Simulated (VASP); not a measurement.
Runs of VASP 6.6.1 on Nb. The structure is cubic, space group Fm-3m (No. 225). The conventional cell has a = 4.160 Å, b = 4.160 Å, c = 4.160 Å, α = 90.00°, β = 90.00°, γ = 90.00°. Nb (site symmetry m-3m) is surrounded by 12 Nb at 2.94 Å. This isn't the form of Nb at room conditions, which is bcc.

| task | level | potentials or basis | cell | k mesh | cutoff (eV) | mesh quality | gap on the mesh (eV) | pressure (GPa) | relaxed volume (Å³/atom) |
| --- | --- | --- | --- | --- | --- | --- | --- | --- | --- |
| relaxation of cell and atoms | PBE | VASP PAW PBE potentials, release 64 (Nb_sv) | relaxed | 18 × 18 × 18 | 600 | not flagged | none | 0.0 | (c) |
| relaxation of cell and atoms | PBEsol | VASP PAW PBE potentials, release 64 (Nb_sv) | relaxed | 6 × 6 × 6 | 600 | coarse | none | 0.0 | (a) |
| single point | PBEsol | VASP PAW PBE potentials, release 64 (Nb_sv) | as given | 18 × 18 × 18 | 520 | not flagged | none | 1.0 | - |
| relaxation of cell and atoms | PBEsol | VASP PAW PBE potentials, release 64 (Nb_sv) | relaxed | 18 × 18 × 18 | 600 | not flagged | none | 0.0 | 18.11 |
| relaxation of cell and atoms | RPBE | VASP PAW PBE potentials, release 64 (Nb_sv) | relaxed | 18 × 18 × 18 | 600 | not flagged | none | 0.0 | 19.05 |
| relaxation of cell and atoms | LDA | VASP PAW LDA potentials, release 64 (Nb_sv) | relaxed | 18 × 18 × 18 | 600 | not flagged | none | 0.0 | (b) |
| relaxation of cell and atoms | PBEsol | VASP PAW PBE potentials, release 64 (Nb_pv) | relaxed | 18 × 18 × 18 | 580 | not flagged | none | 0.0 | 18.35 |
| relaxation of cell and atoms | PBE+D3(BJ) | VASP PAW PBE potentials, release 64 (Nb_sv) | relaxed | 18 × 18 × 18 | 600 | not flagged | none | 0.0 | 18.02 |

Alike in all rows: no spin polarisation; smearing gaussian 0.1 eV.

Problem. Estimate the missing entries.

Solution. (a) 18.14; (b) 17.72; (c) 18.73.

Caveats: some runs use coarse meshes; the PAW data sets were made with another functional, which shifts forces and pressure a little (some runs); pairwise dispersion overbinds metals, which lowers pressure and volume (some runs).

A k mesh can miss the band edges, and the runs leave out spin-orbit coupling on Nb.

A gap of «none» marks a metal or a gap under the smearing width.

The runs don't all hold the same shells in valence.
